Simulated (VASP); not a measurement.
## TaN under changes of volume

One of the cells (11.030 Å³/atom); the others are scaled copies at fixed shape and fractional positions:

```xyz
2
Lattice="0.0000 2.2260 2.2260 2.2260 0.0000 2.2260 2.2260 2.2260 0.0000" Properties=species:S:1:pos:R:3 pbc="T T T"
Ta    2.2260    2.2260    2.2260
N     0.0000    0.0000    0.0000
```

The cell comes from a database or a generator and needn't be the stable form of this composition.

| Quantity | Value |
| --- | --- |
| Program | VASP 6.6.1 |
| Functional | PBEsol |
| Potentials or basis | VASP PAW PBE potentials, release 64 (Ta_pv, N) |
| Cutoff | 520 eV |
| k mesh | 10 × 10 × 10 |
| Occupations | fermi-dirac, width 0.05 eV |
| Spin | no spin polarisation |

```csv
volume (Å³/atom),energy over the lowest point (meV/atom),pressure (GPa)
10.164,11.88,12.4
10.381,0.63,4.1
10.597,0.00,-3.3
11.030,?,?
11.246,51.02,-21.1
11.462,82.63,-25.8
```

Question: What does the run at 11.030 Å³/atom give?

Answer: Energy over the lowest point 26.14 meV/atom; pressure -15.8 GPa.

Worked out: A Birch-Murnaghan fit of order 3 (a polynomial in V^(-2/3)) to the other rows has its minimum at 10.50 Å³/atom with B0 = V·E''(V) = 357 GPa and B' = 4.4. It gives 26.17 meV/atom at 11.030 Å³/atom, against the run's 26.14, and -dE/dV = -15.7 GPa, against -15.8.

Energies are extrapolated to zero smearing.

Caveats: the PAW data sets were made with another functional, which shifts forces and pressure a little.
